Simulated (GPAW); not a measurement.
Runs of GPAW 26.7.0 on InGaAs2. The structure is tetragonal, space group P-4m2 (No. 115). Conventional cell: a = 4.225 Å, b = 4.225 Å, c = 5.962 Å, α = 90.00°, β = 90.00°, γ = 90.00°. In (site symmetry -4m2) is surrounded by 4 As at 2.65 Å. As (site symmetry 2mm) has 2 Ga at 2.52 Å and 2 In at 2.65 Å as nearest neighbours. Around Ga (site symmetry -4m2) lie 4 As at 2.52 Å. The cell comes from a database or a generator and needn't be the stable form of this composition.

```tsv
task	level	potentials or basis	cell	k mesh	cutoff (eV)	maxiter	band path	band points	optimizer	fmax	gap on the mesh (eV)	pressure (GPa)	relaxed volume (Å³/atom)	largest force (eV/Å)
band structure	LDA	the program's PAW data sets (release 1.2.1) made for this functional, pw	as given	5 × 5 × 4	600	150	GXMGZRAZ,XR,MA	60	-	-	-	-4.1	-	0.06
relaxation of cell and atoms	PBEsol	PAW data sets generated in the run's folder for this functional, pw	relaxed	6 × 6 × 4	600	150	-	-	BFGS	0.02 eV/Å	none	0.0	25.50	-
single point	LDA	the program's PAW data sets (release 1.2.1) made for this functional, pw	as given	5 × 5 × 4	450	120	-	-	-	-	none	-4.6	-	0.06
relaxation of cell and atoms	PBEsol+D3	PAW data sets generated in the run's folder for this functional, pw	relaxed	6 × 6 × 4	600	150	-	-	BFGS	0.02 eV/Å	none	0.0	25.00	-
relaxation of cell and atoms	PBEsol+D3(BJ)+ATM	PAW data sets generated in the run's folder for this functional, pw	relaxed	6 × 6 × 4	600	150	-	-	BFGS	0.02 eV/Å	none	0.0	24.81	-
band structure	PBEsol	PAW data sets generated in the run's folder for this functional, pw	as given	5 × 5 × 4	600	150	GXMGZRAZ,XR,MA	60	-	-	-	(b)	-	0.04
relaxation of cell and atoms	PBEsol+D4	PAW data sets generated in the run's folder for this functional, pw	relaxed	6 × 6 × 4	600	150	-	-	BFGS	0.02 eV/Å	none	0.0	24.97	-
relaxation of cell and atoms	PBEsol+D3(BJ)	PAW data sets generated in the run's folder for this functional, pw	relaxed	6 × 6 × 4	600	150	-	-	BFGS	0.02 eV/Å	none	0.0	24.73	-
single point	PBEsol	PAW data sets generated in the run's folder for this functional, pw	as given	6 × 6 × 5	600	150	-	-	-	-	none	(a)	-	0.05
```

Alike in all rows: no spin polarisation; smearing fermi-dirac 0.05 eV.

Task: Fill in the values left out.

Result: (a) -2.5; (b) -2.4.

Caveats: later steps reuse the first step's grids (some runs); pairwise dispersion overbinds metals, which lowers pressure and volume (some runs); the cutoff is short for stress and forces, so pressures can be off by a GPa or more (some runs).

A k mesh can miss the band edges, and the runs leave out spin-orbit coupling on As, Ga, In.

A gap of «none» marks a metal or a gap under the smearing width.

Not every run made on this cell is shown here.
